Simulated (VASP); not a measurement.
Input of a VASP 6.6.1 run:

Contents of INCAR:

```
PREC = Accurate ; ENCUT = 520
EDIFF = 1E-6 ; ISMEAR = 0
SIGMA = 0.011 ; LREAL = False
LASPH = True ; NELM = 150
ALGO = Normal ; ISIF = 2
LWAVE = False ; LCHARG = False
ISPIN = 2 ; MAGMOM = 1 0
LORBIT = 11 ; LMAXMIX = 4
GGA = PE
```

Contents of KPOINTS:

```
Automatic mesh
0
Gamma
  11 11 11
```

POSCAR

```
NiO
1.0
    0.0000000000      2.0859016414      2.0859016414
    2.0859016414      0.0000000000      2.0859016414
    2.0859016414      2.0859016414      0.0000000000
Ni O
1 1
Direct
    0.0000000000      0.0000000000      0.0000000000
    0.5000000000      0.5000000000      0.5000000000
```

Potentials or basis: VASP PAW PBE potentials, release 64 (Ni, O).

Command:

```sh
$ cat potpaw_PBE.64/Ni/POTCAR potpaw_PBE.64/O/POTCAR > POTCAR
$ mpirun -np 1 vasp_std > vasp.out
```

Problem. What does it give for the band gap on the k mesh?

Solution. None (metal or under the smearing width).

Problem. Predict the net moment.

Solution. 1.78 μB per cell.

Problem. What does it give for the pressure?

Solution. 6.1 GPa.

Caveat: a cell with one magnetic atom can't hold antiferromagnetic order, which such compounds often take; semilocal functionals often make such compounds metallic where correlation or magnetic order opens a gap, which also shifts bond lengths.

The gap isn't set beside the measured one, since this odd mesh misses points on the zone boundary.
